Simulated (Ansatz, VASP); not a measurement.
Two plane-wave programs on Au

```
Au
1.0
     0.00000    2.07491    2.07491
     2.07491    0.00000    2.07491
     2.07491    2.07491    0.00000
Au
1
Direct
  0.00000 0.00000 0.00000
```

Alike in both runs: task single point; functional PBE; dispersion D4; k mesh 11 × 11 × 11; occupations fermi-dirac, width 0.05 eV; no spin polarisation.

```csv
,VASP,Ansatz
version,VASP 6.6.1,Ansatz 0.2.0
potentials or method,"VASP PAW PBE potentials, release 64 (Au)",Ansatz PAW
plane-wave cutoff (eV),520,420
valence electrons in the cell,11,19
```

VASP gave:

- gap on the k mesh at the Fermi level (eV): none
- pressure (GPa): -4.9
- dispersion energy (meV/atom): -649.2

Task: Estimate Ansatz's values.

Result: gap on the k mesh at the Fermi level (eV): none; pressure (GPa): -4.7; dispersion energy (meV/atom): -649.3.

A gap of «none» marks a metal or a gap that the smearing closes. The two sets of potentials don't hold the same shells in valence.

Caveats: pairwise dispersion overbinds metals, which lowers pressure and volume. Spin-orbit coupling is left out, which matters for the levels of Au.
